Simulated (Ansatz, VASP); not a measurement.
**Ba: VASP beside Ansatz**

INCAR

```
SYSTEM = Ba
ALGO = Normal ; EDIFF = 1E-7
ENCUT = 520 ; GGA = PE
ISIF = 2 ; ISMEAR = -1
LASPH = .TRUE. ; LCHARG = .FALSE.
LREAL = .FALSE. ; LWAVE = .FALSE.
NBANDS = 11 ; NELM = 100
PREC = Accurate ; SIGMA = 0.05
```

Contents of KPOINTS:

```
k-points
0
G
  7 7 7
  0 0 0
```

File POSCAR:

```
Ba
1.0
    0.0000000000      3.2326650028      3.2326650028
    3.2326650028      0.0000000000      3.2326650028
    3.2326650028      3.2326650028      0.0000000000
Ba
1
Direct
    0.0000000000      0.0000000000      0.0000000000
```

input.yaml

```yaml
crystal:
  lattice:
    - [0.0, 3.2326650028, 3.2326650028]
    - [3.2326650028, 0.0, 3.2326650028]
    - [3.2326650028, 3.2326650028, 0.0]
  atoms:
    - { symbol: Ba, position: [0.0, 0.0, 0.0] }
hamiltonian:
  xc: pbe
  pseudopotentials: { kind: paw }
kpoints:
  mp_grid: { grid: [7, 7, 7] }
scf:
  occupations: { method: fermi_dirac, width: 0.05 }
output:
  forces: true
  stress: true
  eigenvalues: true
```

This isn't the form of Ba at room conditions, which is bcc.

Alike in both runs: task single point; functional PBE; k mesh 7 × 7 × 7; occupations fermi-dirac, width 0.05 eV; no spin polarisation.

```csv
,VASP,Ansatz
version,VASP 6.6.1,Ansatz 0.2.0
potentials or method,"VASP PAW PBE potentials, release 64 (Ba_sv)",Ansatz PAW
plane-wave cutoff (eV),520,420
valence electrons in the cell,10,10
```

|  | VASP | Ansatz | Ansatz less VASP |
| --- | --- | --- | --- |
| gap on the k mesh at the Fermi level (eV) | none | none | - |
| pressure (GPa) | -0.3 | -0.3 | -0.03 |

A gap of «none» marks a metal or a gap that the smearing closes.

Spin-orbit coupling is left out, which matters for the levels of Ba.
